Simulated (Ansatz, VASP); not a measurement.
## One calculation of In, two programs

The input INCAR:

```
SYSTEM = In
ALGO     = Fast           ! electronic algorithm
EDIFF    = 1E-7           ! SCF threshold, eV
ENCUT    = 520            ! plane-wave cutoff, eV
GGA      = CA             ! functional
ISIF     = 2              ! what is computed and relaxed
ISMEAR   = -1             ! smearing method
LASPH    = .True.         ! aspherical terms in the spheres
LCHARG   = .False.        ! write CHGCAR
LREAL    = .False.        ! projectors in reciprocal space
LWAVE    = .False.        ! write WAVECAR
NBANDS   = 12             ! bands
NELM     = 60             ! most SCF steps
PREC     = Accurate       ! precision mode
SIGMA    = 0.05           ! smearing width, eV
```

Contents of KPOINTS:

```
k-points
0
Gamma
  10 10 10
  0 0 0
```

POSCAR

```
In
1.0
   -1.8825252400      1.8825252400      1.8825252400
    1.8825252400     -1.8825252400      1.8825252400
    1.8825252400      1.8825252400     -1.8825252400
In
1
Direct
    0.0000000000      0.0000000000      0.0000000000
```

input.yaml

```yaml
crystal:
  lattice:
    - [-1.88252524, 1.88252524, 1.88252524]
    - [1.88252524, -1.88252524, 1.88252524]
    - [1.88252524, 1.88252524, -1.88252524]
  atoms:
    - { symbol: In, position: [0.0, 0.0, 0.0] }
kpoints:
  mp_grid: { grid: [10, 10, 10] }
  band_path:
    path:
      - [0.0, 0.0, 0.0]
      - [0.5, -0.5, 0.5]
      - [0.0, 0.0, 0.5]
      - [0.0, 0.0, 0.0]
      - [0.25, 0.25, 0.25]
      - [0.5, -0.5, 0.5]
    npoints: 6
scf:
  occupations: { method: fermi_dirac, width: 0.05 }
hamiltonian:
  xc: lda
  pseudopotentials: { kind: all_electron, lapw: { basis_error: 0.001 } }
output:
  forces: true
  stress: true
  eigenvalues: true
```

Alike in both runs: functional LDA; k mesh 10 × 10 × 10; occupations fermi-dirac, width 0.05 eV; no spin polarisation.

```csv
,VASP,Ansatz
version,VASP 6.6.1,Ansatz 0.2.0
potentials or method,"VASP PAW LDA potentials, release 64 (In_d)","all-electron LAPW, scalar-relativistic"
plane-wave cutoff (eV),520,see its input
task,single point,band structure
```

|  | VASP | Ansatz | Ansatz less VASP |
| --- | --- | --- | --- |
| gap on the k mesh at the Fermi level (eV) | none | none | - |
| pressure (GPa) | -2.9 | -2.8 | +0.03 |

A gap of «none» marks a metal or a gap that the smearing closes. Ansatz ran all-electron here, so the differences hold the error of VASP's frozen core and of both bases.

Caveats: spin-orbit coupling is left out, which moves the levels of the heavy elements (Ansatz).
